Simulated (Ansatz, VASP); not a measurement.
# Nb: VASP beside Ansatz

INCAR

```
SYSTEM = Nb
  ALGO = Normal
  EDIFF = 1E-6
  ENCUT = 520
  GGA = PE
  ISIF = 2
  ISMEAR = -1
  LASPH = .True.
  LCHARG = .False.
  LREAL = .False.
  LWAVE = .False.
  NBANDS = 12
  NELM = 100
  PREC = Accurate
  SIGMA = 0.08
```

KPOINTS

```
k-points
0
Gamma
  16 16 16
  0 0 0
```

POSCAR

```
Nb
1.0
   -1.6549121188      1.6549121188      1.6549121188
    1.6549121188     -1.6549121188      1.6549121188
    1.6549121188      1.6549121188     -1.6549121188
Nb
1
Direct
    0.0000000000      0.0000000000      0.0000000000
```

Input for Ansatz:

```yaml
crystal:
  lattice:
    - [-1.6549121188, 1.6549121188, 1.6549121188]
    - [1.6549121188, -1.6549121188, 1.6549121188]
    - [1.6549121188, 1.6549121188, -1.6549121188]
  atoms:
    - { symbol: Nb, position: [0.0, 0.0, 0.0] }
kpoints:
  mp_grid: { grid: [16, 16, 16] }
scf:
  occupations: { method: fermi_dirac, width: 0.08 }
hamiltonian:
  xc: pbe
  pseudopotentials:
    kind: all_electron
    lapw: { basis_error: 0.001 }
    nuclear_model: point
output:
  forces: true
  stress: true
  eigenvalues: true
```

Alike in both runs: task single point; functional PBE; k mesh 16 × 16 × 16; occupations fermi-dirac, width 0.08 eV; no spin polarisation.

|  | VASP | Ansatz |
| --- | --- | --- |
| version | VASP 6.6.1 | Ansatz 0.2.0 |
| potentials or method | VASP PAW PBE potentials, release 64 (Nb_sv) | all-electron LAPW, scalar-relativistic |
| plane-wave cutoff (eV) | 520 | see its input |

Ansatz gave:

| Property | Result |
| --- | --- |
| pressure (GPa) | 0.0 |

Q: Estimate VASP's values.

A: Pressure (GPa): -0.3.

Ansatz ran all-electron here, so the differences hold the error of VASP's frozen core and of both bases.
